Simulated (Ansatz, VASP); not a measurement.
# ZrO2 in VASP and in Ansatz

```
Zr O
1.0
     3.59610    0.00000    0.00000
     0.00000    3.59610    0.00000
     0.00000    0.00000    5.17700
Zr O
2 4
Direct
  0.00000 0.00000 0.00000
  0.50000 0.50000 0.50000
  0.00000 0.50000 0.20300
  0.00000 0.50000 0.70300
  0.50000 0.00000 0.29700
  0.50000 0.00000 0.79700
```

Alike in both runs: task single point; functional PBE; k mesh 6 × 6 × 6; occupations gaussian, width 0.05 eV; no spin polarisation.

```csv
,VASP,Ansatz
version,VASP 6.6.1,Ansatz 0.2.0
potentials or method,"VASP PAW PBE potentials, release 64 (Zr_sv, O)","scalar-relativistic, plane waves, PAW"
plane-wave cutoff (eV),520,420
valence electrons in the cell,48,48
```

Ansatz gave:

| Quantity | Value |
| --- | --- |
| gap on the k mesh at the Fermi level (eV) | 4.03 |
| least direct gap on the mesh (eV) | 4.13 |
| pressure (GPa) | 5.3 |
| largest component of the traceless stress (GPa) | 0.63 |
| rms of the force components (eV/Å) | 0.019 |

Question: What did VASP give for the same quantities?

Answer: gap on the k mesh at the Fermi level (eV): 4.02; least direct gap on the mesh (eV): 4.12; pressure (GPa): 5.6; largest component of the traceless stress (GPa): 0.57; rms of the force components (eV/Å): 0.012.

Atom by atom the forces differ by 0.007 eV/Å (rms over components).

A k mesh can miss the band edges.
